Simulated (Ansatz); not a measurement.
Level of theory: DFT PBE+D3(BJ), scalar-relativistic, plane waves, PAW (Ansatz). Settings: cutoff 420 eV, Γ-centred meshes spaced at most about 0.3 Å⁻¹, and about 0.25 Å⁻¹ or finer for metals (2π included), Gaussian smearing. No spin polarisation.

Each guess is relaxed in cell and atoms at zero pressure, on a coarse mesh first where it starts far from rest and then on a converged one. The steps can't lower the symmetry of the start, but it can rise. Energies are static (0 K, no zero-point motion).

This guess for Si isn't its lowest structure:

```cif
data_structure
_symmetry_space_group_name_H-M 'P 1'
_symmetry_Int_Tables_number 1
_cell_length_a 7.6917
_cell_length_b 7.6917
_cell_length_c 7.6917
_cell_angle_alpha 29.141
_cell_angle_beta 29.141
_cell_angle_gamma 29.141
_cell_volume 95.46
loop_
_atom_site_label
_atom_site_type_symbol
_atom_site_fract_x
_atom_site_fract_y
_atom_site_fract_z
_atom_site_occupancy
Si1 Si 0.32337 0.32337 0.32337 1
Si2 Si 0.67663 0.67663 0.67663 1
Si3 Si 0.15670 0.15670 0.15670 1
Si4 Si 0.84330 0.84330 0.84330 1
```

Question: Where does the relaxation end?

Answer: R-3m at 23.9 Å³/atom → R-3m at 20.2 Å³/atom. Conventional cell: a = 3.858 Å, c = 18.849 Å. Si on its first site has 3 Si at 2.35 Å; Si on its second site is surrounded by 3 Si at 2.36 Å.

Space group R-3m:H (No. 166). a = 3.858 Å, b = 3.858 Å, c = 18.849 Å, α = 90.00°, β = 90.00°, γ = 120.00°
```json
{"atom": "Si", "site": "6c", "symmetry": "3m", "x": "0.3333", "y": "0.6667", "z": "0.9798"}
{"atom": "Si", "site": "6c", "symmetry": "3m", "x": "0.3333", "y": "0.6667", "z": "0.8123"}
```

Question: Compare it with the lowest Si structure at this level.

Answer: It lies 0.39 eV/atom above the lowest of the 9 forms computed, a structure that the Crystallography Open Database (COD) lists, of the diamond type. Space group Fd-3m (No. 227), cubic, a = 5.422 Å. Si has 4 Si at 2.35 Å. That form has 19.9 Å³/atom and a gap of 0.56 eV on its mesh; the guess's end has none. Counting all near atoms (those within 1.25 times the shortest such distance or 1.15 times the sum of covalent radii), the guess's end has Si 3 and the lowest form has Si 4.

Kohn–Sham gaps at this level usually fall short of measured ones. Some structure types and database cells were kept out of the candidates from the start, so a known form may be missing.
